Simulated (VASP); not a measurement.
# InP (F-43m) in VASP: a series of runs

Runs on InP. Level: PBE. Tasks: single point.

Everything below comes from runs of VASP 6.6.1. Logs are shortened: lines on timing, memory, paths and dates and some standing lists are left out, and cuts for length are marked.

**Measured values to compare with.**

From a printed reference work, data compilation, for a bulk crystal of InP at 1.6 K: band gap 1.4236 eV (direct).

The results are compared with them further down.

### Step 1. The crystal as given

The structure is cubic, space group F-43m (No. 216). The conventional cell has a = 5.861 Å, b = 5.861 Å, c = 5.861 Å, α = 90.00°, β = 90.00°, γ = 90.00°. In (site symmetry -43m) is surrounded by 4 P at 2.54 Å. P (site symmetry -43m) has 4 In at 2.54 Å as nearest neighbours.

### Step 2. Single point, PBE (grid = ENCUT=400 dk=0.45 cell=3x3x2 ISMEAR=0 SIGMA=0.2 LREAL=Auto EDIFF=1e-06)

The input, INCAR:

```
SYSTEM = InP
  PREC = Accurate
  ENCUT = 400
  EDIFF = 1E-6
  ISMEAR = 0
  SIGMA = 0.2
  LREAL = Auto
  LASPH = .True.
  NELM = 120
  ALGO = Fast
  ISIF = 2
  LWAVE = .False.
  LCHARG = .False.
  GGA = PE
  NBANDS = 174
```

The input, KPOINTS:

```
Automatic mesh
0
Gamma
  2 2 3
  0 0 0
```

The input, POSCAR:

```
InP
1.0
    0.0000000000      8.7915000000      8.7915000000
    8.7915000000      0.0000000000      8.7915000000
    5.8610000000      5.8610000000      0.0000000000
P In
18 18
Direct
    0.0000000000      0.0000000000      0.0000000000
    0.2500000000      0.2500000000      0.3750000000
    0.2500000000      0.2500000000      0.8750000000
    0.2500000000      0.5833333333      0.3750000000
    0.2500000000      0.5833333333      0.8750000000
    0.2500000000      0.9166666667      0.3750000000
    0.5833333333      0.2500000000      0.3750000000
    0.5833333333      0.2500000000      0.8750000000
    0.5833333333      0.5833333333      0.3750000000
    0.5833333333      0.5833333333      0.8750000000
    0.5833333333      0.9166666667      0.3750000000
    0.5833333333      0.9166666667      0.8750000000
    0.9166666667      0.2500000000      0.3750000000
    0.9166666667      0.2500000000      0.8750000000
    0.9166666667      0.5833333333      0.3750000000
    0.9166666667      0.5833333333      0.8750000000
    0.9166666667      0.9166666667      0.3750000000
    0.9166666667      0.9166666667      0.8750000000
    0.0000000000      0.0000000000      0.5000000000
    0.0000000000      0.3333333333      0.0000000000
    0.0000000000      0.3333333333      0.5000000000
    0.0000000000      0.6666666667      0.0000000000
    0.0000000000      0.6666666667      0.5000000000
    0.3333333333      0.0000000000      0.0000000000
    0.3333333333      0.0000000000      0.5000000000
    0.3333333333      0.3333333333      0.0000000000
    0.3333333333      0.3333333333      0.5000000000
    0.3333333333      0.6666666667      0.0000000000
    0.3333333333      0.6666666667      0.5000000000
    0.6666666667      0.0000000000      0.0000000000
    0.6666666667      0.0000000000      0.5000000000
    0.6666666667      0.3333333333      0.0000000000
    0.6666666667      0.3333333333      0.5000000000
    0.6666666667      0.6666666667      0.0000000000
    0.6666666667      0.6666666667      0.5000000000
    0.2500000000      0.9166666667      0.8750000000
```

Potentials or basis: VASP PAW PBE potentials, release 64 (P, In_d).

Run with:

```
> cat potpaw_PBE.64/P/POTCAR potpaw_PBE.64/In_d/POTCAR > POTCAR
> mpirun -np 1 vasp_std > vasp.out
```

OUTCAR:

```text
SYSTEM = InP
   PREC = Accurate
   ENCUT = 400
   EDIFF = 1E-6
   ISMEAR = 0
   LREAL = Auto
   LASPH = .True.
   NELM = 120
   ISIF = 2
   GGA = PE

 Found      8 irreducible k-points:

 Following reciprocal coordinates:
            Coordinates               Weight
  0.000000  0.000000  0.000000      1.000000
  0.500000  0.000000  0.000000      1.000000
  0.000000  0.500000  0.000000      1.000000
  0.500000  0.500000  0.000000      1.000000
  0.000000  0.000000  0.333333      2.000000
  0.500000  0.000000  0.333333      2.000000
   k-points           NKPTS =      8   k-points in BZ     NKDIM =      8   number of bands    NBANDS=    174
   number of dos      NEDOS =    301   number of ions     NIONS =     36
   total plane-waves  NPLWV = 381024
   dimension x,y,z NGX =    84 NGY =   84 NGZ =   54
   dimension x,y,z NGXF=   168 NGYF=  168 NGZF=  108
   ions per type =              18  18
   NGX,Y,Z   is equivalent  to a cutoff of  11.23, 11.23, 10.83 a.u.
   NGXF,Y,Z  is equivalent  to a cutoff of  22.46, 22.46, 21.66 a.u.
 SYSTEM =  InP
   PREC   = accura    normal or accurate (medium, high low for compatibility)
   ISTART =      0    job   : 0-new  1-cont  2-samecut
   ICHARG =      2    charge: 1-file 2-atom 10-const
   ISPIN  =      1    spin polarized calculation?
   LNONCOLLINEAR =      F non collinear calculations
   LSORBIT =      F    spin-orbit coupling
   LASPH  =      T    aspherical Exc in radial PAW
   ENCUT  =  400.0 eV  29.40 Ry    5.42 a.u.  20.28 20.28 13.52*2*pi/ulx,y,z
   NELM   =    120;   NELMIN=  2; NELMDL= -5     # of ELM steps
   EDIFF  = 0.1E-05   stopping-criterion for ELM
   LREAL  =      T    real-space projection
   EDIFFG = 0.1E-04   stopping-criterion for IOM
   NSW    =      0    number of steps for IOM
   IBRION =     -1    ionic relax: 0-MD 1-quasi-New 2-CG
   NFREE  =      0    steps in history (QN), initial steepest desc. (CG)
   ISIF   =      2    stress and relaxation
   ISYM   =      2    0-nonsym 1-usesym 2-fastsym
   POTIM  = 0.5000    time-step for ionic-motion
   TEBEG  =    0.0;   TEEND  =   0.0 temperature during run
   PSTRESS=    0.0 pullay stress
   NELECT =     324.0000    total number of electrons
   NUPDOWN=      -1.0000    fix difference up-down
   EMIN   =  10.00;   EMAX   =-10.00  energy-range for DOS
   EFERMI =   0.00;   METHOD = LEGACY
   ISMEAR =     0;   SIGMA  =   0.20  broadening in eV -4-tet -1-fermi 0-gaus
   EFERMI_NEDOS =   21; number of points for ismear=-14 and -15
   IALGO  =     68    algorithm
   IMIX   =      4    mixing-type and parameters
     AMIX     =   0.40;   BMIX     =  1.00
     AMIX_MAG =   1.60;   BMIX_MAG =  1.00
  volume/ion in A,a.u.               =      25.17       169.83
  Fermi-wavevector in a.u.,A,eV,Ry     =   1.162021  2.195901 18.371846  1.350293
  Thomas-Fermi vector in A             =   2.298587
   LORBIT       =      0    0 simple, 1 ext, 2 COOP (PROOUT), +10 PAW based schemes
   GGA     = PE    functional components
   LHFCALC =     F    Hartree Fock is set to
   AEXX    =    0.0000 exact exchange contribution
   IVDW    =     0    specifies the selected vdW correction
   LEPSILON=     F    determine dielectric tensor
   LRPA    =     F    only Hartree local field effects (RPA)
 non-spin polarized calculation
 RMM-DIIS sequential band-by-band and
 Gauss-broadening in eV      SIGMA  =   0.20
  energy-cutoff  :      400.00
  volume of cell :      906.00
 maximum number of plane-waves:     16517
 NGX is ok and might be reduce to    84
   NGX = 41   NGY = 41   NGZ = 27

 number of electron     323.9999983 magnetization

 Free energy of the ion-electron system (eV)
  ---------------------------------------------------
  ext. energy  EPLUGINS =         0.00000000
  ---------------------------------------------------
  free energy    TOTEN  =      -146.73465309 eV

  energy without entropy =     -146.63762212  energy(sigma->0) =     -146.68613761

 E-fermi :   5.7564     XC(G=0):  -9.2936

 val. band max:        5.7499280511   @ k =   0.0000   0.0000   0.3333
 cond. band min:       5.7708984076   @ k =   0.0000   0.0000   0.0000
 fundamental gap:      0.0209703564
 Fermi energy:         5.7564120214

 k-point     1 :       0.0000    0.0000    0.0000
  band No.  band energies     occupation
      1      -9.4133      2.00000
      2      -9.3822      2.00000
      3      -9.2284      2.00000
      4      -9.2232      2.00000
      5      -9.2120      2.00000
      6      -9.2073      2.00000
[... 166 lines left out ...]
    173       7.4372      0.00000
    174       7.6787      0.00000

 k-point     2 :       0.5000    0.0000    0.0000
  band No.  band energies     occupation
      1      -9.4133      2.00000
      2      -9.3821      2.00000
      3      -9.2307      2.00000
      4      -9.2245      2.00000
      5      -9.2130      2.00000
      6      -9.2076      2.00000
[... 166 lines left out ...]
    173       7.8389      0.00000
    174       7.9159      0.00000

 k-point     3 :       0.0000    0.5000    0.0000
  band No.  band energies     occupation
      1      -9.4133      2.00000
      2      -9.3820      2.00000
      3      -9.2338      2.00000
      4      -9.2240      2.00000
      5      -9.2117      2.00000
      6      -9.2064      2.00000
[... 166 lines left out ...]
    173       7.8532      0.00000
    174       7.9704      0.00000

 k-point     4 :       0.5000    0.5000    0.0000
  band No.  band energies     occupation
      1      -9.4133      2.00000
      2      -9.3820      2.00000
      3      -9.2338      2.00000
      4      -9.2228      2.00000
      5      -9.2132      2.00000
      6      -9.2070      2.00000
[... 166 lines left out ...]
    173       7.8508      0.00000
    174       7.9103      0.00000

 k-point     5 :       0.0000    0.0000    0.3333
  band No.  band energies     occupation
      1      -9.4190      2.00000
      2      -9.3784      2.00000
      3      -9.2257      2.00000
      4      -9.2153      2.00000
      5      -9.2097      2.00000
      6      -9.2013      2.00000
[... 166 lines left out ...]
    173       7.8334      0.00000
    174       7.9143      0.00000

 k-point     6 :       0.5000    0.0000    0.3333
  band No.  band energies     occupation
      1      -9.4189      2.00000
      2      -9.3783      2.00000
      3      -9.2266      2.00000
      4      -9.2155      2.00000
      5      -9.2104      2.00000
      6      -9.2025      2.00000
[... 166 lines left out ...]
    173       8.0726      0.00000
    174       8.6260      0.00000

 [... further k-points ...]

------------------------ aborting loop because EDIFF is reached ----------------------------------------

  FORCE on cell =-STRESS in cart. coord.  units (eV):
  Direction    XX          YY          ZZ          XY          YZ          ZX
  --------------------------------------------------------------------------------------
  -------------------------------------------------------------------------------------
  Total       21.6682961     21.8560639     22.7319723      0.1528311     -0.8405468      0.6582760
  in kB       38.3184264     38.6504769     40.1994418      0.2702679     -1.4864312      1.1641017
  external PRESSURE =      39.0561150 kB  Pullay stress =       0.0000000 kB

 VOLUME and BASIS-vectors are now :
 -----------------------------------------------------------------------------
  energy-cutoff  :      400.00
  volume of cell :      906.00
      direct lattice vectors                 reciprocal lattice vectors
     0.000000000  8.791500000  8.791500000    -0.056873116  0.056873116  0.056873116
     8.791500000  0.000000000  8.791500000     0.056873116 -0.056873116  0.056873116
     5.861000000  5.861000000  0.000000000     0.085309674  0.085309674 -0.085309674

 POSITION                                       TOTAL-FORCE (eV/Angst)
 -----------------------------------------------------------------------------------
      0.00000      0.00000      0.00000         0.767849     -0.810166     -0.814319
      4.39575      4.39575      4.39575        -0.077842     -0.155905      0.161677
      7.32625      7.32625      4.39575         0.098398      0.097099      0.077062
      7.32625      4.39575      7.32625        -0.072917      0.182876     -0.169746
     10.25675      7.32625      7.32625        -0.157002      0.035670     -0.101741
     10.25675      4.39575     10.25675        -0.019803      0.008731      0.024864
[... 28 lines left out ...]
      8.79150      8.79150     11.72200         0.031374     -0.015610     -0.031052
     13.18725      7.32625     10.25675         0.907600     -0.936935     -1.106801
 -----------------------------------------------------------------------------------
    total drift:                               -0.020969     -0.020905      0.009386

  FREE ENERGIE OF THE ION-ELECTRON SYSTEM (eV)
  ---------------------------------------------------
  free  energy   TOTEN  =      -146.7346530861 eV

  energy  without entropy=     -146.6376221243  energy(sigma->0) =     -146.68613761
```

Run time: 22 min. Hardware: 1 thread of Intel Xeon 6975P-C (Granite Rapids), shared host; peak memory 1.1 GiB.

These settings aren't checked as converged: the numbers below hold their error.

What came out:

```yaml
Free_energy: -146.7347 eV
Pressure: 3.9 GPa
Largest_force: 1.711 eV/Å
Band_gap_on_the_k_mesh: none (metal or under the smearing width)
```

### Step 3. Single point, PBE (grid = ENCUT=400 dk=0.45 cell=3x3x2 ISMEAR=0 SIGMA=0.05 LREAL=Auto EDIFF=0.0001)

INCAR: that of step 2 with these lines changed.

```diff
@@ -3,5 +3,5 @@
   ENCUT = 400
-  EDIFF = 1E-6
+  EDIFF = 1E-4
   ISMEAR = 0
-  SIGMA = 0.2
+  SIGMA = 0.05
   LREAL = Auto
```

KPOINTS is that of step 2.

POSCAR is that of step 2.

Potentials or basis: VASP PAW PBE potentials, release 64 (P, In_d).

Run with:

```
> cat potpaw_PBE.64/P/POTCAR potpaw_PBE.64/In_d/POTCAR > POTCAR
> mpirun -np 1 vasp_std > vasp.out
```

OUTCAR:

```text
SYSTEM = InP
   PREC = Accurate
   ENCUT = 400
   EDIFF = 1E-4
   ISMEAR = 0
   LREAL = Auto
   LASPH = .True.
   NELM = 120
   ISIF = 2
   GGA = PE

 Found      8 irreducible k-points:

 Following reciprocal coordinates:
            Coordinates               Weight
  0.000000  0.000000  0.000000      1.000000
  0.500000  0.000000  0.000000      1.000000
  0.000000  0.500000  0.000000      1.000000
  0.500000  0.500000  0.000000      1.000000
  0.000000  0.000000  0.333333      2.000000
  0.500000  0.000000  0.333333      2.000000
   k-points           NKPTS =      8   k-points in BZ     NKDIM =      8   number of bands    NBANDS=    174
[... 1145 lines left out ...]
  Total       21.5511439     21.5843573     22.9335460     -0.1152322     -0.8555359      0.7684748
  in kB       38.1112534     38.1699883     40.5559068     -0.2037777     -1.5129380      1.3589783
  external PRESSURE =      38.9457162 kB  Pullay stress =       0.0000000 kB

 VOLUME and BASIS-vectors are now :
 -----------------------------------------------------------------------------
  energy-cutoff  :      400.00
  volume of cell :      906.00
      direct lattice vectors                 reciprocal lattice vectors
     0.000000000  8.791500000  8.791500000    -0.056873116  0.056873116  0.056873116
     8.791500000  0.000000000  8.791500000     0.056873116 -0.056873116  0.056873116
     5.861000000  5.861000000  0.000000000     0.085309674  0.085309674 -0.085309674

 POSITION                                       TOTAL-FORCE (eV/Angst)
 -----------------------------------------------------------------------------------
      0.00000      0.00000      0.00000         0.782701     -0.838087     -0.859971
      4.39575      4.39575      4.39575        -0.081276     -0.149523      0.151999
      7.32625      7.32625      4.39575         0.098515      0.103815      0.074762
      7.32625      4.39575      7.32625        -0.079948      0.188815     -0.174476
     10.25675      7.32625      7.32625        -0.166428      0.053829     -0.110784
     10.25675      4.39575     10.25675        -0.015344      0.008436     -0.000484
[... 28 lines left out ...]
      8.79150      8.79150     11.72200         0.029210     -0.007897     -0.035895
     13.18725      7.32625     10.25675         0.889041     -0.895206     -1.164881
 -----------------------------------------------------------------------------------
    total drift:                               -0.020278     -0.021670      0.010868

  FREE ENERGIE OF THE ION-ELECTRON SYSTEM (eV)
  ---------------------------------------------------
  free  energy   TOTEN  =      -146.6853476414 eV

  energy  without entropy=     -146.6761389335  energy(sigma->0) =     -146.68074329
```

Run time: 16 min. Hardware: 1 thread of Intel Xeon 6975P-C (Granite Rapids), shared host; peak memory 1.1 GiB.

The run converged, but some of its settings lie outside the range that counts as converged, so its numbers aren't taken as properties of the crystal.

What came out:

- Free energy: -146.6853 eV
- Pressure: 3.9 GPa
- Largest force: 1.717 eV/Å
- Band gap on the k mesh: none (metal or under the smearing width)

[end of part 1 of 2]
